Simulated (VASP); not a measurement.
Crystal: Br.

```xyz
4
Lattice="3.3632 -2.3226 0.0000 3.3632 2.3226 0.0000 0.0000 0.0000 8.7023" Properties=species:S:1:pos:R:3 pbc="T T T"
Br    3.3632    0.6266    3.3948
Br    3.3632    1.6959    7.7459
Br    3.3632   -0.6266    5.3075
Br    3.3632   -1.6959    0.9564
```

| Property | Result |
| --- | --- |
| Program | VASP 6.6.1 |
| Task | relaxation of cell and atoms |
| Functional | PBE |
| Dispersion | D3(BJ) |
| Potentials or basis | VASP PAW PBE potentials, release 64 (Br) |
| Cutoff | 600 eV |
| k mesh | 6 × 6 × 4 |
| Occupations | gaussian, width 0.02 eV |
| Spin | no spin polarisation |

At the start: pressure 0.7 GPa; volume 33.99 Å³/atom.

How do energy, volume and symmetry change on relaxing?

Over 22 steps the energy falls by 44.9 meV/atom and the volume is 31.10 Å³/atom (-8.5 %); space group Cmce (No. 64, to 0.05 Å).

Step by step:
| step | energy change (eV) | largest force (eV/Å) | pressure (GPa) | volume (Å³) |
| --- | --- | --- | --- | --- |
| 1 | 0.0000 | 0.8933 | 0.68 | 135.95 |
| 2 | -0.0131 | 0.3842 | -2.10 | 138.80 |
| 3 | -0.0465 | 0.1520 | -0.93 | 137.43 |
| 4 | -0.0801 | 0.1492 | -0.79 | 134.44 |
| 5 | -0.1484 | 0.1585 | 0.09 | 125.66 |
| 6 | -0.1496 | 0.1868 | 0.80 | 121.80 |
| 7 | -0.1522 | 0.1707 | 0.44 | 123.59 |
| 8 | -0.1551 | 0.2637 | -0.36 | 123.30 |
| 9 | -0.1587 | 0.1322 | -0.03 | 123.43 |
| 10 | -0.1667 | 0.1136 | 0.04 | 123.16 |
| 11 | -0.1766 | 0.0524 | 0.34 | 122.30 |
| 12 | -0.1751 | 0.1509 | -0.48 | 124.63 |
| 13 | -0.1784 | 0.0782 | -0.02 | 123.28 |
| 14 | -0.1793 | 0.0266 | 0.08 | 123.86 |
| 15 | -0.1794 | 0.0101 | 0.06 | 123.72 |
| 16 | -0.1794 | 0.0197 | -0.04 | 124.14 |
| 17 | -0.1794 | 0.0175 | -0.03 | 124.05 |
| 18 | -0.1795 | 0.0121 | -0.01 | 124.20 |
| 19 | -0.1795 | 0.0123 | 0.00 | 124.27 |
| 20 | -0.1795 | 0.0179 | 0.01 | 124.41 |
| 21 | -0.1795 | 0.0145 | 0.00 | 124.34 |
| 22 | -0.1796 | 0.0093 | -0.01 | 124.40 |

Final structure:
```cif
data_structure
_symmetry_space_group_name_H-M 'P 1'
_symmetry_Int_Tables_number 1
_cell_length_a 4.0647
_cell_length_b 4.0647
_cell_length_c 8.5805
_cell_angle_alpha 90.000
_cell_angle_beta 90.000
_cell_angle_gamma 61.346
_cell_volume 124.40
loop_
_atom_site_label
_atom_site_type_symbol
_atom_site_fract_x
_atom_site_fract_y
_atom_site_fract_z
_atom_site_occupancy
Br1 Br 0.34869 0.65131 0.38100 1
Br2 Br 0.15131 0.84869 0.88100 1
Br3 Br 0.65131 0.34869 0.61900 1
Br4 Br 0.84869 0.15131 0.11900 1
```
